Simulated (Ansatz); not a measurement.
A calculation with Ansatz 0.2.0 of Cd (ASE script, Cartesian positions):

run.py

```python
import json

import ase.io
import numpy as np

import ansatz as az

atoms = ase.io.read("Cd.xyz")

calculation = (
    az.Crystal.from_ase(atoms)
    .calculation()
    .kpoints(10, 10, 10)
    .functional("pbe")
    .pseudopotentials(kind="paw", accuracy="stringent")
    .spin("collinear")
    .occupations(method="fermi_dirac", width=0.1)
    .density()
    .potential()
    .output_files(volumetric_format="npy")
    .electron_localization_function()
    .forces()
    .stress()
    .band_table(publish=True)
)
outcome = calculation.run(threads=2, events_out="events.jsonl")

report = outcome.report
for line in open("events.jsonl"):
    event = json.loads(line)
    if event["event"] == "scf_iter":
        d = event["data"]
        print(f"SCF {d['iter']:3d}  HF = {d['harris_foulkes_ev']:.6f} eV  dr2 = {d['dr2_ev']:.2e} eV")
    elif event["event"] in ("relax_step", "md_step"):
        d = event["data"]
        print(f"{event['event']} {d['step']:3d}  E = {d['lagrangian_ev']:.6f} eV")
np.set_printoptions(precision=5, suppress=True, linewidth=110)
print("converged:", report["converged"], "after", report["n_iterations"], "iterations")
print(f"free energy {report['free_energy_ev']:.6f} eV, Fermi level {report['fermi_energy_ev']:.4f} eV")
for key in ("band_edges_ev", "magnetization_mub", "site_moments_mub", "site_moments_nc_mub", "forces_ev_ang",
                "stress_gpa"):
    if report.get(key) is not None:
        print(key, np.array(report[key]), sep="\n")
```

Cd.xyz

```xyz
1
Lattice="1.6080291515 0.9283960635 2.4492874100 -1.6080291515 0.9283960635 2.4492874100 0.0000000000 -1.8567921270 2.4492874100" Properties=species:S:1:pos:R:3 pbc="T T T"
Cd     0.0000000000      0.0000000000      0.0000000000
```

Potentials or basis: SSSP precision PAW.

Launch:

```bash
$ python run.py
```

This isn't the form of Cd at room conditions, which is hcp.

**Question.** Write the same calculation in another form: native input, structure typed inline.

**Answer.** As run:

input.yaml

```yaml
crystal:
  lattice:
    - [1.6080291515, 0.9283960635, 2.44928741]
    - [-1.6080291515, 0.9283960635, 2.44928741]
    - [0.0, -1.856792127, 2.44928741]
  atoms:
    - { symbol: Cd, position: [0.0, 0.0, 0.0] }
hamiltonian:
  xc: pbe
  pseudopotentials: { kind: paw, accuracy: stringent }
magnetization:
  spin_polarized: true
kpoints:
  mp_grid: { grid: [10, 10, 10] }
scf:
  occupations: { method: fermi_dirac, width: 0.1 }
output:
  forces: true
  stress: true
  eigenvalues: true
  write_density: true
  write_potential: true
  elf: true
  volumetric_format: npy
```

Potentials or basis: SSSP precision PAW.

Run with:

```console
$ ansatz run input.yaml --threads 2 --pin off --max-ram 5120MiB --backend cpu --events-out ev --progress --plain --runs-dir out
```

Both were run:

|  | ASE script, Cartesian positions | native input, structure typed inline |
| --- | --- | --- |
| Pressure | 2.0 GPa | 2.0 GPa |
| Band gap on the k mesh | none (metal or under the smearing width) | none (metal or under the smearing width) |
| Net moment | 0.00 μB per cell | 0.00 μB per cell |
| Absolute moment | 0.00 μB per cell | 0.00 μB per cell |

Keys that steer only the numerical path or the files written may differ.

Caveat: the pressure holds a Pulay correction of +0.5 GPa for the finite cutoff.
